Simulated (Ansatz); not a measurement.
# HfN: the cost of one run

Method: DFT PBE, scalar-relativistic, plane waves, PAW, in Ansatz 0.2.0.

## (1) Starting point

It takes space group Fm-3m (No. 225, cubic). The conventional cell has a = 4.512 Å, b = 4.512 Å, c = 4.512 Å, α = 90.00°, β = 90.00°, γ = 90.00°. Around Hf (site symmetry m-3m) lie 6 N at 2.26 Å. N (site symmetry m-3m) has 6 Hf at 2.26 Å as nearest neighbours.

As a file:

```cif
data_structure
_symmetry_space_group_name_H-M 'Fm-3m'
_symmetry_Int_Tables_number 225
_cell_length_a 4.5120
_cell_length_b 4.5120
_cell_length_c 4.5120
_cell_angle_alpha 90.000
_cell_angle_beta 90.000
_cell_angle_gamma 90.000
_cell_volume 91.86
loop_
_atom_site_label
_atom_site_type_symbol
_atom_site_symmetry_multiplicity
_atom_site_Wyckoff_symbol
_atom_site_fract_x
_atom_site_fract_y
_atom_site_fract_z
_atom_site_occupancy
Hf1 Hf 4 a 0.00000 0.00000 0.00000 1
N1 N 4 b 0.00000 0.00000 0.50000 1
```

The runs take a perfect supercell of 54 atoms; the defect goes to fractional position (0.167, 0.167, 0.167).

## (2) The perfect supercell

File input.yaml:

```yaml
crystal:
  lattice:
    - [0.0, 6.768, 6.768]
    - [6.768, 0.0, 6.768]
    - [6.768, 6.768, 0.0]
  atoms:
    - { symbol: Hf, position: [0.0, 0.0, 0.0] }
    - { symbol: Hf, position: [0.0, 0.0, 0.333333] }
    - { symbol: Hf, position: [0.0, 0.0, 0.666667] }
    - { symbol: Hf, position: [0.0, 0.333333, 0.0] }
    - { symbol: Hf, position: [0.0, 0.333333, 0.333333] }
    - { symbol: Hf, position: [0.0, 0.333333, 0.666667] }
    - { symbol: Hf, position: [0.0, 0.666667, 0.0] }
    - { symbol: Hf, position: [0.0, 0.666667, 0.333333] }
    - { symbol: Hf, position: [0.0, 0.666667, 0.666667] }
    - { symbol: Hf, position: [0.333333, 0.0, 0.0] }
    - { symbol: Hf, position: [0.333333, 0.0, 0.333333] }
    - { symbol: Hf, position: [0.333333, 0.0, 0.666667] }
    - { symbol: Hf, position: [0.333333, 0.333333, 0.0] }
    - { symbol: Hf, position: [0.333333, 0.333333, 0.333333] }
    - { symbol: Hf, position: [0.333333, 0.333333, 0.666667] }
    - { symbol: Hf, position: [0.333333, 0.666667, 0.0] }
    - { symbol: Hf, position: [0.333333, 0.666667, 0.333333] }
    - { symbol: Hf, position: [0.333333, 0.666667, 0.666667] }
    - { symbol: Hf, position: [0.666667, 0.0, 0.0] }
    - { symbol: Hf, position: [0.666667, 0.0, 0.333333] }
    - { symbol: Hf, position: [0.666667, 0.0, 0.666667] }
    - { symbol: Hf, position: [0.666667, 0.333333, 0.0] }
    - { symbol: Hf, position: [0.666667, 0.333333, 0.333333] }
    - { symbol: Hf, position: [0.666667, 0.333333, 0.666667] }
    - { symbol: Hf, position: [0.666667, 0.666667, 0.0] }
    - { symbol: Hf, position: [0.666667, 0.666667, 0.333333] }
    - { symbol: Hf, position: [0.666667, 0.666667, 0.666667] }
    - { symbol: "N", position: [0.166667, 0.166667, 0.166667] }
    - { symbol: "N", position: [0.166667, 0.166667, 0.5] }
    - { symbol: "N", position: [0.166667, 0.166667, 0.833333] }
    - { symbol: "N", position: [0.166667, 0.5, 0.166667] }
    - { symbol: "N", position: [0.166667, 0.5, 0.5] }
    - { symbol: "N", position: [0.166667, 0.5, 0.833333] }
    - { symbol: "N", position: [0.166667, 0.833333, 0.166667] }
    - { symbol: "N", position: [0.166667, 0.833333, 0.5] }
    - { symbol: "N", position: [0.166667, 0.833333, 0.833333] }
    - { symbol: "N", position: [0.5, 0.166667, 0.166667] }
    - { symbol: "N", position: [0.5, 0.166667, 0.5] }
    - { symbol: "N", position: [0.5, 0.166667, 0.833333] }
    - { symbol: "N", position: [0.5, 0.5, 0.166667] }
    - { symbol: "N", position: [0.5, 0.5, 0.5] }
    - { symbol: "N", position: [0.5, 0.5, 0.833333] }
    - { symbol: "N", position: [0.5, 0.833333, 0.166667] }
    - { symbol: "N", position: [0.5, 0.833333, 0.5] }
    - { symbol: "N", position: [0.5, 0.833333, 0.833333] }
    - { symbol: "N", position: [0.833333, 0.166667, 0.166667] }
    - { symbol: "N", position: [0.833333, 0.166667, 0.5] }
    - { symbol: "N", position: [0.833333, 0.166667, 0.833333] }
    - { symbol: "N", position: [0.833333, 0.5, 0.166667] }
    - { symbol: "N", position: [0.833333, 0.5, 0.5] }
    - { symbol: "N", position: [0.833333, 0.5, 0.833333] }
    - { symbol: "N", position: [0.833333, 0.833333, 0.166667] }
    - { symbol: "N", position: [0.833333, 0.833333, 0.5] }
    - { symbol: "N", position: [0.833333, 0.833333, 0.833333] }
basis:
  ecutwfc: 420
  fft_grid_basis: typed
kpoints:
  mp_grid: { grid: [2, 2, 2] }
hamiltonian:
  xc: pbe
  pseudopotentials: { kind: paw }
scf:
  occupations: { method: gaussian, width: 0.05 }
output:
  forces: true
  stress: false
  eigenvalues: true
  bader: false
  write_density: true
  volumetric_format: npy
```

The run is started by

```bash
> ansatz run input.yaml --threads 8 --pin off --max-ram 16384MiB --backend cpu --events-out ev --progress --plain --runs-dir out
```

What time and memory should one allow on 8 threads of AMD EPYC 9R45 (Zen 5), shared host?

About 4.4 s, with a peak of 4.1 GiB.
